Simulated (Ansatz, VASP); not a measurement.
## Two plane-wave programs on BeS

INCAR

```
PREC     = Accurate       # precision mode
ENCUT    = 600            # plane-wave cutoff, eV
EDIFF    = 1E-6           # SCF threshold, eV
ISMEAR   = 0              # smearing method
SIGMA    = 0.02           # smearing width, eV
LREAL    = F              # projectors in reciprocal space
LASPH    = T              # aspherical terms in the spheres
NELM     = 60             # most SCF steps
ALGO     = Fast           # electronic algorithm
ISIF     = 3              # what is computed and relaxed
LWAVE    = F              # write WAVECAR
LCHARG   = F              # write CHGCAR
GGA      = PS             # functional
IBRION   = 2              # ionic algorithm
NSW      = 100            # ionic steps
EDIFFG   = -0.005         # ionic threshold
```

The input KPOINTS:

```
Automatic mesh
0
Gamma
  8 8 8
```

File POSCAR:

```
BeS
1.0
    0.0000000000      2.4250000000      2.4250000000
    2.4250000000      0.0000000000      2.4250000000
    2.4250000000      2.4250000000      0.0000000000
Be S
1 1
Direct
    0.0000000000      0.0000000000      0.0000000000
    0.2500000000      0.2500000000      0.2500000000
```

Input for Ansatz:

```yaml
crystal:
  lattice:
    - [0.0, 2.425, 2.425]
    - [2.425, 0.0, 2.425]
    - [2.425, 2.425, 0.0]
  atoms:
    - { symbol: Be, position: [0.0, 0.0, 0.0] }
    - { symbol: S, position: [0.25, 0.25, 0.25] }
basis:
  ecutwfc: 420
kpoints:
  mp_grid: { grid: [8, 8, 8] }
hamiltonian:
  xc: pbesol
scf:
  occupations: { method: gaussian, width: 0.02 }
output:
  forces: true
  stress: true
  eigenvalues: true
  write_density: true
  write_potential: true
  elf: true
  volumetric_format: npy
relax:
  adjacent_minimum: "off"
  f_tol: 0.005
  max_steps: 80
  cell: { stress_tol: 0.05 }
```

Alike in both runs: task relaxation of cell and atoms; functional PBEsol; k mesh 8 × 8 × 8; occupations gaussian, width 0.02 eV; no spin polarisation.

|  | VASP | Ansatz |
| --- | --- | --- |
| version | VASP 6.6.1 | Ansatz 0.2.0 |
| potentials or method | VASP PAW PBE potentials, release 64 (Be, S) | scalar-relativistic, plane waves, PAW |
| plane-wave cutoff (eV) | 600 | 420 |
| valence electrons in the cell | 8 | 8 |

```csv
,VASP,Ansatz,Ansatz less VASP
"gap on the k mesh at the Fermi level, each at its own relaxed structure (eV)",2.92,2.91,-0.008
relaxed volume (Å³/atom),14.18,14.15,-0.028
relaxed cell length with the largest relative difference (Å),3.423,3.421,-0.0022
```

Caveats: the PAW data sets were made with another functional, which shifts forces and pressure a little (VASP). A k mesh can miss the band edges. Expect the measured gap to be larger: semilocal functionals such as PBEsol lack the derivative discontinuity.
